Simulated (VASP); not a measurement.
A run of VASP 6.6.1 is set up as follows.

Contents of INCAR:

```
SYSTEM = Ag
PREC     = Accurate       ! precision mode
ENCUT    = 600            ! plane-wave cutoff, eV
EDIFF    = 1E-7           ! SCF threshold, eV
ISMEAR   = 0              ! smearing method
SIGMA    = 0.1            ! smearing width, eV
LREAL    = .False.        ! projectors in reciprocal space
LASPH    = .True.         ! aspherical terms in the spheres
NELM     = 80             ! most SCF steps
ALGO     = Normal         ! electronic algorithm
ISIF     = 3              ! what is computed and relaxed
LWAVE    = .False.        ! write WAVECAR
LCHARG   = .False.        ! write CHGCAR
IBRION   = 2              ! ionic algorithm
NSW      = 100            ! ionic steps
EDIFFG   = -0.05          ! ionic threshold
```

File KPOINTS:

```
regular mesh
0
Gamma
  9 9 4
  0 0 0
```

The input POSCAR:

```
Ag
1.0
    2.9300000000      0.0000000000      0.0000000000
   -1.4650000000      2.5374544331      0.0000000000
    0.0000000000      0.0000000000      4.7900000000
Ag
2
Direct
    0.3333333333      0.6666666667      0.2500000000
    0.6666666667      0.3333333333      0.7500000000
```

Potentials or basis: VASP PAW LDA potentials, release 64 (Ag).

Command:

```bash
$ cat potpaw_LDA.64/Ag/POTCAR > POTCAR
$ mpirun -np 1 vasp_std > vasp.out
```

(1) What does it give for the band gap on the k mesh?

(2) Predict the relaxed volume.

(3) Estimate the space group after relaxing (to 0.05 Å).

(4) Predict the relaxed cell.

Answers

(1) none (metal or under the smearing width).

(2) 16.05 Å³/atom.

(3) P6_3/mmc (No. 194).

(4) a = 2.819 Å, b = 2.819 Å, c = 4.664 Å, α = 90.00°, β = 90.00°, γ = 120.00°.
